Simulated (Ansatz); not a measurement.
# CuI (Marshite): the cost of one run

Code: Ansatz 0.2.0. Linear response, PAW datasets, plane waves. No spin polarisation and no zero-point or thermal motion.

The COD entry's cell or inner coordinates are ideal or old and differ from later refinements, so a difference from it is no clean test against experiment.

## (1) The cell

The cell was relaxed beforehand with PBEsol.

Space group F-43m (No. 216), cubic; conventional cell a = 5.939 Å, 26.19 Å³ an atom. Cu has 4 I at 2.57 Å; I has 4 Cu at 2.57 Å.

The structure in full:

```cif
data_structure
_symmetry_space_group_name_H-M 'P 1'
_symmetry_Int_Tables_number 1
_cell_length_a 4.1996
_cell_length_b 4.1996
_cell_length_c 4.1996
_cell_angle_alpha 60.000
_cell_angle_beta 60.000
_cell_angle_gamma 60.000
_cell_volume 52.37
loop_
_atom_site_label
_atom_site_type_symbol
_atom_site_fract_x
_atom_site_fract_y
_atom_site_fract_z
_atom_site_occupancy
Cu1 Cu 0.25000 0.25000 0.25000 1
I1 I 0.00000 0.00000 0.00000 1
```

## (2) Zone-centre modes, PBEsol

Input file input.yaml:

```yaml
crystal:
  lattice:
    - [0.0, 2.9696000542, 2.9696000542]
    - [2.9696000542, 0.0, 2.9696000542]
    - [2.9696000542, 2.9696000542, 0.0]
  atoms:
    - { symbol: Cu, position: [0.25, 0.25, 0.25] }
    - { symbol: I, position: [0.0, 0.0, 0.0] }
kpoints:
  mp_grid: { grid: [6, 6, 6] }
hamiltonian:
  xc: pbesol
scf:
  occupations: { method: fixed }
phonons:
  method: dfpt
  dielectric: true
  qpoints: [[0, 0, 0]]
  rigid_motions: translations
```

On the command line:

```bash
$ ansatz run input.yaml --threads 2 --pin off --max-ram 2211MiB --backend cpu --events-out ev --progress --plain --runs-dir out
```

Q: Estimate wall time and peak memory on 2 threads of Arm Neoverse V2, shared host.

About 23 s, with a peak of 0.53 GiB.
